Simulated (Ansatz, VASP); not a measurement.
This is a calculation of Ge for Ansatz 0.2.0.

The input input.yaml:

```yaml
crystal:
  lattice:
    - [0.0, 2.82891, 2.82891]
    - [2.82891, 0.0, 2.82891]
    - [2.82891, 2.82891, 0.0]
  atoms:
    - { symbol: Ge, position: [0.75, 0.75, 0.75] }
    - { symbol: Ge, position: [0.5, 0.5, 0.5] }
hamiltonian:
  xc: blyp
  pseudopotentials: { kind: paw }
kpoints:
  mp_grid: { grid: [8, 8, 8] }
  band_path:
    path:
      - [[0.0, 0.0, 0.0], [0.5, 0.0, 0.5], [0.5, 0.25, 0.75], [0.375, 0.375, 0.75], [0.0, 0.0, 0.0], [0.5, 0.5, 0.5], [0.625, 0.25, 0.625], [0.5, 0.25, 0.75], [0.5, 0.5, 0.5], [0.375, 0.375, 0.75]]
      - [[0.625, 0.25, 0.625], [0.5, 0.0, 0.5]]
    npoints: 14
scf:
  occupations: { method: fermi_dirac, width: 0.05 }
  n_extra_bands: 6
output:
  forces: true
  stress: true
  eigenvalues: true
  fatbands: false
```

Potentials or basis: Ansatz PAW.

Run with:

```sh
$ ansatz run input.yaml --threads 2 --pin off --max-ram 5632MiB --backend cpu --events-out ev --progress --plain --runs-dir out
```

Set up the same calculation for VASP 6.6.1. Potentials there: VASP PAW PBE potentials, release 64 (Ge_d).

As run (the cutoff follows the program's own potentials):

File INCAR:

```
SYSTEM = Ge
PREC = Accurate
ENCUT = 520
EDIFF = 1E-7
ISMEAR = -1
SIGMA = 0.05
LREAL = .False.
LASPH = .True.
NELM = 80
ALGO = Normal
ISIF = 2
LWAVE = .False.
LCHARG = .False.
GGA = B5
ALDAX = 1.0
AGGAX = 1.0
AGGAC = 1.0
ALDAC = 0.0
NBANDS = 21
```

KPOINTS

```
Automatic mesh
0
Gamma
  8 8 8
  0 0 0
```

Contents of POSCAR:

```
Ge
1.0
    0.0000000000      2.8289100000      2.8289100000
    2.8289100000      0.0000000000      2.8289100000
    2.8289100000      2.8289100000      0.0000000000
Ge
2
Direct
    0.7500000000      0.7500000000      0.7500000000
    0.5000000000      0.5000000000      0.5000000000
```

Contents of KPOINTS_OPT:

```
path GXWKGLUWLK,UX
20
line-mode
reciprocal
 0.0000000000  0.0000000000  0.0000000000  G
 0.5000000000  0.0000000000  0.5000000000  X

 0.5000000000  0.0000000000  0.5000000000  X
 0.5000000000  0.2500000000  0.7500000000  W

 0.5000000000  0.2500000000  0.7500000000  W
 0.3750000000  0.3750000000  0.7500000000  K

 0.3750000000  0.3750000000  0.7500000000  K
 0.0000000000  0.0000000000  0.0000000000  G

 0.0000000000  0.0000000000  0.0000000000  G
 0.5000000000  0.5000000000  0.5000000000  L

 0.5000000000  0.5000000000  0.5000000000  L
 0.6250000000  0.2500000000  0.6250000000  U

 0.6250000000  0.2500000000  0.6250000000  U
 0.5000000000  0.2500000000  0.7500000000  W

 0.5000000000  0.2500000000  0.7500000000  W
 0.5000000000  0.5000000000  0.5000000000  L

 0.5000000000  0.5000000000  0.5000000000  L
 0.3750000000  0.3750000000  0.7500000000  K

 0.6250000000  0.2500000000  0.6250000000  U
 0.5000000000  0.0000000000  0.5000000000  X
```

Potentials or basis: VASP PAW PBE potentials, release 64 (Ge_d).

Launch:

```sh
$ cat potpaw_PBE.64/Ge_d/POTCAR > POTCAR
$ mpirun -np 1 vasp_std > vasp.out
```

Both were run:

|  | VASP | Ansatz | Ansatz less VASP |
| --- | --- | --- | --- |
| gap on the k mesh at the Fermi level (eV) | none | none | - |
| pressure (GPa) | 7.6 | 7.3 | -0.24 |

A gap of «none» marks a metal or a gap that the smearing closes.

Caveats: this crystal is a semiconductor, whose small gap the functional closes, so the metal is an error of the method; the PAW data sets were made with another functional, which shifts forces and pressure a little (VASP); the PAW data sets come from PBE, with cores solved anew for the run's functional, which leaves a small shift of forces and pressure (Ansatz).
